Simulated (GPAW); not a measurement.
Crystal: InAs.

```
In As
1.0
     0.00000    3.01800    3.01800
     3.01800    0.00000    3.01800
     3.01800    3.01800    0.00000
In As
1 1
Direct
  0.00000 0.00000 0.00000
  0.75000 0.75000 0.75000
```

* Program: GPAW 26.7.0
* Task: relaxation of cell and atoms
* Functional: revPBE
* Dispersion: D3(BJ)
* Potentials or basis: the program's PAW data sets (release 1.2.1) made for this functional
* Cutoff: 600 eV
* Basis: pw
* k mesh: 8 × 8 × 8
* Occupations: fermi-dirac, width 0.05 eV
* Spin: no spin polarisation

At the start: pressure 1.3 GPa; volume 27.49 Å³/atom.

Question: How do energy, volume and symmetry change on relaxing?

Answer: Over 11 steps the energy falls by 2.6 meV/atom and the volume is 28.14 Å³/atom (+2.4 %); space group F-43m (No. 216, to 0.05 Å).

Step by step:
```tsv
step	energy change (eV)	largest force (eV/Å)	pressure (GPa)	volume (Å³)
1	0.0000	0.0000	1.31	54.98
2	-0.0014	0.0000	1.10	55.16
3	-0.0034	0.0000	0.73	55.51
4	-0.0049	0.0000	0.25	55.96
5	-0.0050	0.0000	-0.24	56.45
6	-0.0050	0.0000	-0.23	56.44
7	-0.0051	0.0000	-0.21	56.43
8	-0.0051	0.0000	-0.19	56.40
9	-0.0051	0.0000	-0.16	56.37
10	-0.0052	0.0000	-0.12	56.33
11	-0.0052	0.0000	-0.08	56.29
```

Final structure:
```
In As
1.0
     0.00000    3.04175    3.04175
     3.04175    0.00000    3.04175
     3.04175    3.04175    0.00000
In As
1 1
Direct
  0.00000 0.00000 0.00000
  0.75000 0.75000 0.75000
```

Caveat: later steps reuse the first step's grids; pairwise dispersion overbinds metals, which lowers pressure and volume.
